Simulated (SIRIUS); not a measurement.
# Ti (P6_3/mmc) in SIRIUS: further runs

One crystal, Ti, is run at these levels: AM05; tasks: equation of state.

Program: SIRIUS 7.12.0. These are calculated values, not measurements. Logs are shortened: lines on timing, memory, paths and dates and some standing lists are left out, and cuts for length are marked. The log counts tension as positive stress, the text compression.

## Step 1: The crystal as given

Symmetry: P6_3/mmc, No. 194, hexagonal system. Conventional cell: a = 2.950 Å, b = 2.950 Å, c = 4.680 Å, α = 90.00°, β = 90.00°, γ = 120.00°. Ti (site symmetry -6m2) is surrounded by 12 Ti at 2.89 to 2.95 Å.

## Step 2: Equation of state, AM05, 16.58 Å³/atom (volume scaled by 0.94)

sirius.json

```json
{
  "control": {
    "processing_unit": "cpu",
    "std_evp_solver_name": "lapack",
    "gen_evp_solver_name": "lapack",
    "verbosity": 2,
    "print_forces": false,
    "ortho_rf": true,
    "use_second_variation": true,
    "rmt_max": 3.0,
    "num_bands_to_print": 23,
    "save_wf": true
  },
  "parameters": {
    "electronic_structure_method": "full_potential_lapwlo",
    "xc_functionals": ["XC_GGA_X_AM05", "XC_GGA_C_AM05"],
    "core_relativity": "dirac",
    "valence_relativity": "iora",
    "num_fv_states": 23,
    "smearing": "fermi_dirac",
    "smearing_width": 0.0018374661,
    "pw_cutoff": 20,
    "gk_cutoff": 3.67,
    "lmax_apw": 10,
    "lmax_rho": 8,
    "lmax_pot": 8,
    "num_mag_dims": 0,
    "auto_rmt": 0,
    "ngridk": [10, 10, 6],
    "shiftk": [0, 0, 0],
    "num_dft_iter": 80,
    "energy_tol": 1e-07,
    "density_tol": 1e-05,
    "use_symmetry": true
  },
  "settings": {"tol_ne": 1e-10},
  "iterative_solver": {"type": "exact"},
  "mixer": {"type": "anderson", "beta": 0.5, "max_history": 8},
  "unit_cell": {
    "lattice_vectors": [[5.4608909098, 0.0, 0.0], [-2.730445455, 4.7292702553, 0.0], [0.0, 0.0, 8.6633794773]],
    "atom_types": ["Ti"],
    "atom_files": {"Ti": "Ti.json"},
    "atoms": {"Ti": [[0.6666666667, 0.3333333333, 0.75], [0.3333333333, 0.6666666667, 0.25]]}
  }
}
```

Ti.json

```json
{
  "name": "titanium",
  "symbol": "Ti",
  "number": 22,
  "mass": 47.867,
  "rmin": 1e-06,
  "rmt": 2.4,
  "nrmt": 800,
  "rinf": 17.51,
  "core": "1s2s2p",
  "valence": [
    {"basis": [{"enu": 0.1, "dme": 0, "n": 0, "auto": 0}, {"enu": 0.1, "dme": 1, "n": 0, "auto": 0}]},
    {"l": 0, "n": 1, "basis": [{"enu": 0.2, "dme": 0, "n": 0, "auto": 0}]},
    {"l": 1, "n": 2, "basis": [{"enu": 0.2, "dme": 0, "n": 0, "auto": 0}]},
    {"l": 2, "n": 3, "basis": [{"enu": 0.2, "dme": 0, "n": 0, "auto": 0}]},
    {"l": 3, "n": 4, "basis": [{"enu": 0.2, "dme": 0, "n": 0, "auto": 0}]}
  ],
  "lo": [
    {"l": 0, "basis": [{"enu": 0.2, "dme": 0, "n": 0, "auto": 0}, {"enu": 0.2, "dme": 1, "n": 0, "auto": 0}]},
    {
      "l": 0,
      "basis": [{"enu": -1.9203, "dme": 0, "n": 3, "auto": 1}, {"enu": -1.9203, "dme": 1, "n": 3, "auto": 1}]
    },
    {"l": 0, "basis": [{"enu": -1.9203, "dme": 1, "n": 3, "auto": 1}, {"enu": 0.2, "dme": 0, "n": 0, "auto": 0}]},
    {"l": 0, "basis": [{"enu": 0.2, "dme": 0, "n": 0, "auto": 0}, {"enu": 2.9778, "dme": 0, "n": 0, "auto": 0}]},
    {"l": 1, "basis": [{"enu": 0.2, "dme": 0, "n": 0, "auto": 0}, {"enu": 0.2, "dme": 1, "n": 0, "auto": 0}]},
    {
      "l": 1,
      "basis": [{"enu": -1.0603, "dme": 0, "n": 3, "auto": 1}, {"enu": -1.0603, "dme": 1, "n": 3, "auto": 1}]
    },
    {"l": 1, "basis": [{"enu": -1.0603, "dme": 1, "n": 3, "auto": 1}, {"enu": 0.2, "dme": 0, "n": 0, "auto": 0}]},
    {"l": 1, "basis": [{"enu": 0.2, "dme": 0, "n": 0, "auto": 0}, {"enu": 3.3944, "dme": 0, "n": 0, "auto": 0}]},
    {"l": 2, "basis": [{"enu": 0.2, "dme": 0, "n": 0, "auto": 0}, {"enu": 0.2, "dme": 1, "n": 0, "auto": 0}]},
    {"l": 2, "basis": [{"enu": 0.2, "dme": 1, "n": 0, "auto": 0}, {"enu": 0.2, "dme": 2, "n": 0, "auto": 0}]},
    {"l": 2, "basis": [{"enu": 0.2, "dme": 0, "n": 0, "auto": 0}, {"enu": 2.9083, "dme": 0, "n": 0, "auto": 0}]},
    {"l": 3, "basis": [{"enu": 0.2, "dme": 0, "n": 0, "auto": 0}, {"enu": 0.2, "dme": 1, "n": 0, "auto": 0}]},
    {"l": 3, "basis": [{"enu": 0.2, "dme": 0, "n": 0, "auto": 0}, {"enu": 3.2208, "dme": 0, "n": 0, "auto": 0}]}
  ],
  "free_atom": [... radial grid and density of the free atom, the start of the SCF ...]
}
```

sirius_start.json

```json
{
  "control": {
    "processing_unit": "cpu",
    "std_evp_solver_name": "lapack",
    "gen_evp_solver_name": "lapack",
    "verbosity": 1,
    "print_forces": false,
    "ortho_rf": true,
    "use_second_variation": true,
    "rmt_max": 3.0,
    "num_bands_to_print": 23,
    "save_wf": false
  },
  "parameters": {
    "electronic_structure_method": "full_potential_lapwlo",
    "xc_functionals": ["XC_LDA_X", "XC_LDA_C_PW"],
    "core_relativity": "dirac",
    "valence_relativity": "iora",
    "num_fv_states": 23,
    "smearing": "fermi_dirac",
    "smearing_width": 0.0055123983,
    "pw_cutoff": 20,
    "gk_cutoff": 2.93,
    "lmax_apw": 10,
    "lmax_rho": 8,
    "lmax_pot": 8,
    "num_mag_dims": 0,
    "auto_rmt": 0,
    "ngridk": [4, 4, 2],
    "shiftk": [0, 0, 0],
    "num_dft_iter": 30,
    "energy_tol": 0.01,
    "density_tol": 0.05,
    "use_symmetry": true
  },
  "settings": {"tol_ne": 1e-10},
  "iterative_solver": {"type": "exact"},
  "mixer": {"type": "anderson", "beta": 0.5, "max_history": 8},
  "unit_cell": {
    "lattice_vectors": [[5.4608909098, 0.0, 0.0], [-2.730445455, 4.7292702553, 0.0], [0.0, 0.0, 8.6633794773]],
    "atom_types": ["Ti"],
    "atom_files": {"Ti": "Ti.json"},
    "atoms": {"Ti": [[0.6666666667, 0.3333333333, 0.75], [0.3333333333, 0.6666666667, 0.25]]}
  }
}
```

Potentials or basis: all-electron FP-LAPW, apw+lo standard.

The run is started by

```sh
$ OMP_NUM_THREADS=1 sirius.scf --input=sirius_start.json --output=start.json
$ OMP_NUM_THREADS=1 sirius.scf --input=sirius.json --output=output.json --task=1
```

Log:

```text
[info] SIRIUS version : 7.12.0
[info] number of MPI ranks           : 1
[info] MPI grid                      : 1 1
[info] maximum number of OMP threads : 1
[fft] FFT context for density and potential
[fft] =====================================
[fft]   plane wave cutoff                     : 20
[fft]   grid size                             : 40 40 60   total : 96000
[fft]   grid limits                           : -19 20   -19 20   -29 30
[fft]   number of G-vectors within the cutoff : 30289
[fft]   number of G-shells                    : 1571
[fft] FFT context for coarse grid
[fft] =====================================
[fft]   plane wave cutoff                     : 7.34
[fft]   grid size                             : 15 15 24   total : 5400
[fft]   grid limits                           : -7 7   -7 7   -11 12
[fft]   number of G-vectors within the cutoff : 1461
[fft]   number of G-shells                    : 107
[unit cell] lattice vectors
[unit cell]   a1 :       5.4608909098      0.0000000000      0.0000000000
[unit cell]   a2 :      -2.7304454550      4.7292702553      0.0000000000
[unit cell]   a3 :       0.0000000000      0.0000000000      8.6633794773
[unit cell] reciprocal lattice vectors
[unit cell]   b1 :       1.1505787995      0.6642869796     -0.0000000000
[unit cell]   b2 :       0.0000000000      1.3285739592      0.0000000000
[unit cell]   b3 :       0.0000000000     -0.0000000000      0.7252580040
[unit cell] unit cell volume :       223.74068916 [a.u.^3]
[unit cell] 1/sqrt(omega)    :         0.06685402
[unit cell] MT volume        :       115.81167158 (51.76%)
[unit cell] IT volume        :       107.92901758 (48.24%)
[unit cell] number of atom types : 1
[unit cell] type id : 0 symbol : Ti mt_radius :   2.400000 num_atoms : 2
[unit cell] total number of atoms : 2
[unit cell] number of symmetry classes : 1
[unit cell] atom id  type id  class id             position                      vector_field
[unit cell] ------------------------------------------------------------------------------------------
[unit cell]      0        0        0      0.66667   0.33333   0.75000      0.00000   0.00000   0.00000
[unit cell]      1        0        0      0.33333   0.66667   0.25000      0.00000   0.00000   0.00000
[unit cell] atom id         position (Cartesian, a.u.)
[unit cell] ---------------------------------------------
[unit cell]      0       2.730445    1.576423    6.497535
[unit cell]      1      -0.000000    3.152847    2.165845
[... 280 lines left out ...]
[generate_radial_functions] {l: 0, n: 3, enu: -1.77319, dme: 0, auto: 1}
[generate_radial_functions] {l: 0, n: 3, enu: -1.77319, dme: 1, auto: 1}
[generate_radial_functions] {l: 0, n: 3, enu: -1.77319, dme: 1, auto: 1}
[generate_radial_functions] {l: 1, n: 3, enu: -0.904474, dme: 0, auto: 1}
[generate_radial_functions] {l: 1, n: 3, enu: -0.904474, dme: 1, auto: 1}
[generate_radial_functions] {l: 1, n: 3, enu: -0.904474, dme: 1, auto: 1}
[diagonalize] Lowest band energies
[diagonalize] ik:    0   -1.779168   -1.772929   -0.927849   -0.900271   -0.900271   -0.897152   -0.895974   -0.895974    0.063998    0.192005    0.324073    0.324073    0.326846    0.328512    0.343710    0.343710    0.357521    0.357521    0.417433    0.417433    0.617788    0.841087    0.942500
[diagonalize] ik:    1   -1.778720   -1.772751   -0.926899   -0.902218   -0.900913   -0.897996   -0.897553   -0.896227    0.074702    0.200394    0.307153    0.307849    0.331836    0.337136    0.341797    0.350622    0.351417    0.351571    0.420589    0.446389    0.616571    0.838632    0.918916
[diagonalize] ik:    2   -1.777511   -1.772317   -0.924248   -0.907377   -0.903135   -0.902532   -0.898762   -0.896954    0.104635    0.219826    0.273881    0.286091    0.325595    0.338509    0.340983    0.353663    0.359483    0.369699    0.426385    0.501086    0.613223    0.775317    0.875123
[diagonalize] ik:    3   -1.775907   -1.771880   -0.920458   -0.913817   -0.909186   -0.904432   -0.900754   -0.897929    0.146627    0.229149    0.245855    0.273251    0.322659    0.325205    0.329948    0.384778    0.386425    0.396168    0.430917    0.562079    0.606095    0.683738    0.802995
[diagonalize] ik:    4   -1.774428   -1.771698   -0.919038   -0.916531   -0.913889   -0.905914   -0.903219   -0.898755    0.186287    0.220069    0.227800    0.271736    0.315823    0.321769    0.334097    0.414080    0.422046    0.425783    0.433355    0.560481    0.621101    0.647709    0.747971
[diagonalize] ...
[diagonalize] ik:   51   -1.772744   -1.772744   -0.922709   -0.922709   -0.905862   -0.905862   -0.902077   -0.902077    0.202433    0.202433    0.266538    0.266538    0.321378    0.321378    0.367286    0.367286    0.424832    0.424832    0.460610    0.460610    0.637373    0.637373    0.795425
[diagonalize] ik:   52   -1.773422   -1.773422   -0.918987   -0.918987   -0.905905   -0.905905   -0.901525   -0.901525    0.203134    0.203134    0.272887    0.272887    0.296141    0.296141    0.352759    0.352759    0.426967    0.426967    0.436748    0.436748    0.741801    0.741801    0.763897
[diagonalize] ik:   53   -1.772744   -1.772744   -0.920853   -0.920853   -0.908262   -0.908262   -0.901621   -0.901621    0.215802    0.215802    0.272909    0.272909    0.293837    0.293837    0.356410    0.356410    0.426442    0.426442    0.479013    0.479013    0.669807    0.669807    0.728090
[diagonalize] ik:   54   -1.772485   -1.772485   -0.921525   -0.921525   -0.909273   -0.909273   -0.901585   -0.901585    0.219379    0.219379    0.272436    0.272436    0.293150    0.293150    0.363965    0.363965    0.421771    0.421771    0.507218    0.507218    0.629050    0.629050    0.717229
[diagonalize] ik:   55   -1.772386   -1.772386   -0.920258   -0.920258   -0.911396   -0.911396   -0.901413   -0.901413    0.235255    0.235255    0.263148    0.263148    0.287325    0.287325    0.358277    0.358277    0.420249    0.420249    0.535755    0.535755    0.633105    0.633105    0.672449
[generate_core_charge_density] atom class : 0
[generate_core_charge_density]   n,l,k : 1 0 1  energy :        -177.95263382
[generate_core_charge_density]   n,l,k : 2 0 1  energy :         -19.16976394
[generate_core_charge_density]   n,l,k : 2 1 1  energy :         -15.93247510
[generate_core_charge_density]   n,l,k : 2 1 2  energy :         -15.72102666
[find] Total energy                   :   -1704.27688462 (Ha),   -3408.55376923 (Ry)
[find] iteration : 1, RMS (target) : 2.6860e-02 (1.0000e-05) , energy difference (target) : -5.8900e-05 (1.0000e-07)
[find] Total energy                   :   -1704.27688661 (Ha),   -3408.55377321 (Ry)
[find] iteration : 2, RMS (target) : 4.6936e-03 (1.0000e-05) , energy difference (target) : -1.9908e-06 (1.0000e-07)
[find] Total energy                   :   -1704.27689343 (Ha),   -3408.55378685 (Ry)
[find] iteration : 3, RMS (target) : 3.2701e-04 (1.0000e-05) , energy difference (target) : -6.8207e-06 (1.0000e-07)
[find] Total energy                   :   -1704.27689376 (Ha),   -3408.55378753 (Ry)
[find] iteration : 4, RMS (target) : 6.8705e-05 (1.0000e-05) , energy difference (target) : -3.3648e-07 (1.0000e-07)
[find] Charges and magnetic moments
[find] --------------------------------------------------------------------------------
[find] atom      charge    core leakage
[find] --------------------------------------------------------------------------------
[find]    0   20.416321    6.106295e-10
[... 6 lines left out ...]
[find] valence_eval_sum               :     -15.97379171
[find] core_eval_sum                  :    -977.80610224
[find] kinetic energy                 :    1719.80571609
[find] enuc                           :   -2039.63553532
[find] <rho|V^{XC}>                   :    -106.61447351
[find] <rho|E^{XC}>                   :     -80.96161692
[find] <mag|B^{XC}>                   :       0.00000000
[find] <rho|V^{H}>                    :   -2606.97113653
[find] smearing (-TS)                 :      -0.00071052
[find] SCF correction                 :       0.00011067
[find] Total energy                   :   -1704.27689374 (Ha),   -3408.55378748 (Ry)
[find] Free energy (E-TS)             :   -1704.27760426 (Ha),   -3408.55520851 (Ry)
[find] band gap (eV)                  :       0.00000000
[find] Efermi                         :       0.30169552
[find] iteration : 5, RMS (target) : 8.6202e-06 (1.0000e-05) , energy difference (target) : 2.4941e-08 (1.0000e-07)
[find] converged after 6 SCF iterations!
[find] Charges and magnetic moments
[find] --------------------------------------------------------------------------------
[find] atom      charge    core leakage
[find] --------------------------------------------------------------------------------
[find]    0   20.416321    6.106295e-10
[find]    1   20.416321    6.106295e-10
[find] total core leakage    : 1.22125902e-09
[find] interstitial charge   : 3.167356
[find] total charge          : 43.999999
[find] Energy
[find] --------------------------------------------------------------------------------
[find] valence_eval_sum               :     -15.97379171
[find] core_eval_sum                  :    -977.80610224
[find] kinetic energy                 :    1719.80571609
[find] enuc                           :   -2039.63553532
[find] <rho|V^{XC}>                   :    -106.61447351
[find] <rho|E^{XC}>                   :     -80.96161692
[find] <mag|B^{XC}>                   :       0.00000000
[find] <rho|V^{H}>                    :   -2606.97113653
[find] smearing (-TS)                 :      -0.00071052
[find] SCF correction                 :       0.00011067
[find] Total energy                   :   -1704.27689374 (Ha),   -3408.55378748 (Ry)
[find] Free energy (E-TS)             :   -1704.27760426 (Ha),   -3408.55520851 (Ry)
[find] band gap (eV)                  :       0.00000000
[find] Efermi                         :       0.30169552
```

Wall time 31 s (1 thread of Arm Neoverse V2, shared host); peak memory 0.43 GiB.

What came out:

```yaml
Free_energy: -46375.7562 eV
Band_gap_on_the_k_mesh: none (metal or under the smearing width)
All_electrons_inside_the_program's_atomic_spheres: Ti 20.42 (radii Ti 2.4 bohr)
```

## Step 3: Equation of state, AM05, 16.93 Å³/atom (volume scaled by 0.96)

Changes to sirius.json since step 2:

```diff
@@ -39,3 +39,3 @@
   "unit_cell": {
-    "lattice_vectors": [[5.4608909098, 0.0, 0.0], [-2.730445455, 4.7292702553, 0.0], [0.0, 0.0, 8.6633794773]],
+    "lattice_vectors": [[5.4993491551, 0.0, 0.0], [-2.7496745777, 4.7625760728, 0.0], [0.0, 0.0, 8.724391202]],
     "atom_types": ["Ti"],
```

Ti.json is that of step 2.

Changes to sirius_start.json since step 2:

```diff
@@ -39,3 +39,3 @@
   "unit_cell": {
-    "lattice_vectors": [[5.4608909098, 0.0, 0.0], [-2.730445455, 4.7292702553, 0.0], [0.0, 0.0, 8.6633794773]],
+    "lattice_vectors": [[5.4993491551, 0.0, 0.0], [-2.7496745777, 4.7625760728, 0.0], [0.0, 0.0, 8.724391202]],
     "atom_types": ["Ti"],
```

Potentials or basis: all-electron FP-LAPW, apw+lo standard.

The run is started by

```sh
$ OMP_NUM_THREADS=1 sirius.scf --input=sirius_start.json --output=start.json
$ OMP_NUM_THREADS=1 sirius.scf --input=sirius.json --output=output.json --task=1
```

Wall time 35 s (1 thread of Arm Neoverse V2, shared host); peak memory 0.43 GiB.

Results (log left out):

```
Free energy                                       : -46375.7565 eV
Band gap on the k mesh                            : none (metal or under the smearing width)
All electrons inside the program's atomic spheres : Ti 20.39 (radii Ti 2.4 bohr)
```

## Step 4: Equation of state, AM05, 17.28 Å³/atom (volume scaled by 0.98)

Changes to sirius.json since step 3:

```diff
@@ -39,3 +39,3 @@
   "unit_cell": {
-    "lattice_vectors": [[5.4993491551, 0.0, 0.0], [-2.7496745777, 4.7625760728, 0.0], [0.0, 0.0, 8.724391202]],
+    "lattice_vectors": [[5.5372768995, 0.0, 0.0], [-2.7686384499, 4.7954224629, 0.0], [0.0, 0.0, 8.7845613186]],
     "atom_types": ["Ti"],
```

Ti.json is that of step 3.

Changes to sirius_start.json since step 3:

```diff
@@ -39,3 +39,3 @@
   "unit_cell": {
-    "lattice_vectors": [[5.4993491551, 0.0, 0.0], [-2.7496745777, 4.7625760728, 0.0], [0.0, 0.0, 8.724391202]],
+    "lattice_vectors": [[5.5372768995, 0.0, 0.0], [-2.7686384499, 4.7954224629, 0.0], [0.0, 0.0, 8.7845613186]],
     "atom_types": ["Ti"],
```

The run is started by

```sh
$ OMP_NUM_THREADS=1 sirius.scf --input=sirius_start.json --output=start.json
$ OMP_NUM_THREADS=1 sirius.scf --input=sirius.json --output=output.json --task=1
```

Wall time 36 s (1 thread of Arm Neoverse V2, shared host); peak memory 0.44 GiB.

The run converged. Its results:

* Free energy: -46375.7465 eV
* Band gap on the k mesh: none (metal or under the smearing width)
* All electrons inside the program's atomic spheres: Ti 20.36 (radii Ti 2.4 bohr)

[end of part 1 of 2]
